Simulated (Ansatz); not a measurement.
**K: equation of state with PBEsol**

Crystal: K.

```
K
1.0
    -2.69756    2.69756    2.69756
     2.69756   -2.69756    2.69756
     2.69756    2.69756   -2.69756
K
1
Direct
  0.00000 0.00000 0.00000
```

```
Program             : Ansatz 0.2.0
Task                : equation of state
Functional          : PBEsol
Potentials or basis : Ansatz PAW
Cutoff              : 420 eV
Density cutoff      : 1680 eV
k mesh              : 7 × 7 × 7
Occupations         : fermi-dirac, width 0.05 eV
Spin                : no spin polarisation
```

* Equilibrium volume: 70.81 Å³/atom (rough: see the caveat)
* Bulk modulus: 3.7 GPa (rough)

Energy against volume, from the lowest point:
| volume (Å³/atom) | energy (meV/atom) |
| --- | --- |
| 73.807 | 0.00 |
| 75.378 | 1.72 |
| 76.948 | 4.03 |
| 78.519 | 6.88 |
| 80.089 | 10.21 |
| 81.659 | 13.98 |
| 83.230 | 18.15 |

All runs of the series together: 5.6 s on 2 threads of Arm Neoverse V1, on a shared host.

Caveat: the minimum lies outside the volumes run.
